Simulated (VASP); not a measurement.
## CoO: single point with PBE+D4+U

CoO:

```
CELL_PARAMETERS angstrom
1.60222 0.92504 2.56647
-1.60222 0.92504 2.56647
0.00000 -1.85008 2.56647
ATOMIC_POSITIONS crystal
Co 0.99772 0.99022 0.99590
O 0.73361 0.76617 0.74742
```

The cell comes from a database or a generator and needn't be the stable form of this composition.

The cell isn't the ideal one: atoms moved at random, drawn with an rms of 0.1 Å.

| Item | Value |
| --- | --- |
| Program | VASP 6.6.1 |
| Task | single point |
| Functional | PBE |
| Dispersion | D4 |
| Potentials or basis | VASP PAW PBE potentials, release 64 (Co, O) |
| Cutoff | 520 eV |
| k mesh | 10 × 10 × 10 |
| Occupations | methfessel-paxton, width 0.025 eV |
| Spin | collinear spin, typed start |
| Starting moments | [-0.76, 0.0] μB |
| Hubbard terms | Co d U = 4.5 eV |

```json
{"Pressure": "10.1 GPa", "Largest force": "0.825 eV/Å", "Band gap on the k mesh": "0.71 eV, direct", "Net moment": "-3.00 μB per cell", "Site moments": "Co -2.74; O -0.17 μB", "Valence electrons inside the program's atomic spheres": "Co 8.04; O 5.05", "Dispersion energy per atom": "-0.241 eV"}
```

Forces on the atoms (eV/Å):
```
Co  -0.550  0.014  0.615
O    0.550 -0.014 -0.615
```

Stress tensor (GPa, compression positive):
```
 6.52  3.30  2.73
 3.30  7.02 -0.02
 2.73 -0.02 16.61
```

Levels at points of the mesh, in eV from the valence-band top:
Spin up:
| k point | band 3 | band 4 | band 5 | band 6 | band 7 | band 8 | band 9 | band 10 |
| --- | --- | --- | --- | --- | --- | --- | --- | --- |
| (0.00, 0.00, 0.00) | -3.69 | -3.42 | -2.20 | -2.18 | 1.38 | 4.60 | 4.77 | 4.82 |
| (0.50, 0.00, 0.00) | -4.03 | -3.90 | -1.59 | -1.24 | 2.41 | 3.73 | 3.79 | 6.84 |
| (0.00, 0.50, 0.00) | -4.12 | -4.08 | -1.60 | -1.47 | 2.83 | 4.04 | 4.08 | 6.86 |
| (0.00, 0.00, 0.50) | -4.06 | -3.97 | -1.66 | -1.28 | 2.59 | 3.84 | 3.91 | 6.85 |
| (0.50, 0.50, 0.00) | -3.56 | -3.51 | -1.86 | -1.09 | 1.19 | 3.31 | 3.33 | 7.54 |
| (0.50, 0.00, 0.50) | -3.61 | -3.45 | -1.86 | -1.08 | 1.18 | 3.31 | 3.33 | 7.55 |
| (0.00, 0.50, 0.50) | -3.64 | -3.43 | -1.86 | -1.14 | 1.23 | 3.32 | 3.36 | 7.55 |
| (0.50, 0.50, 0.50) | -4.08 | -3.98 | -1.53 | -1.17 | 2.31 | 3.67 | 3.77 | 6.79 |
Spin down:
```
           k point  band 6  band 7  band 8  band 9  band 10  band 11  band 12  band 13
(0.00, 0.00, 0.00)   -3.77   -0.26   -0.09    0.00     0.71    14.47    14.49    15.05
(0.50, 0.00, 0.00)   -3.87   -3.85   -1.06   -0.90     6.23     7.44    13.50    14.06
(0.00, 0.50, 0.00)   -3.77   -3.75   -0.77   -0.70     6.23     7.33    13.50    13.83
(0.00, 0.00, 0.50)   -3.84   -3.79   -0.98   -0.79     6.23     7.39    13.47    14.02
(0.50, 0.50, 0.00)   -3.51   -2.73   -2.49   -2.35     5.07    10.58    11.12    14.67
(0.50, 0.00, 0.50)   -3.51   -2.62   -2.62   -2.34     5.07    10.58    11.12    14.65
(0.00, 0.50, 0.50)   -3.50   -2.82   -2.42   -2.36     5.09    10.59    11.15    14.62
(0.50, 0.50, 0.50)   -3.91   -3.87   -1.17   -0.94     6.18     7.66    13.30    13.67
```

Eigenvalues of the final occupation matrices:
| site | spin | trace | eigenvalues |
| --- | --- | --- | --- |
| site 1 d | 1 | 2.28 | 0.11 0.12 0.13 0.96 0.96 |
| site 1 d | 2 | 4.95 | 0.98 0.98 1.00 1.00 1.00 |

Run time: 2.6 min on 1 thread of Intel(R) Xeon(R) 6975P-C (Granite Rapids) (shared host), peak memory 0.39 GiB.

Caveat: a cell with one magnetic atom can't hold antiferromagnetic order, which such compounds often take. The state reached can hang on the start; a lower one may exist.
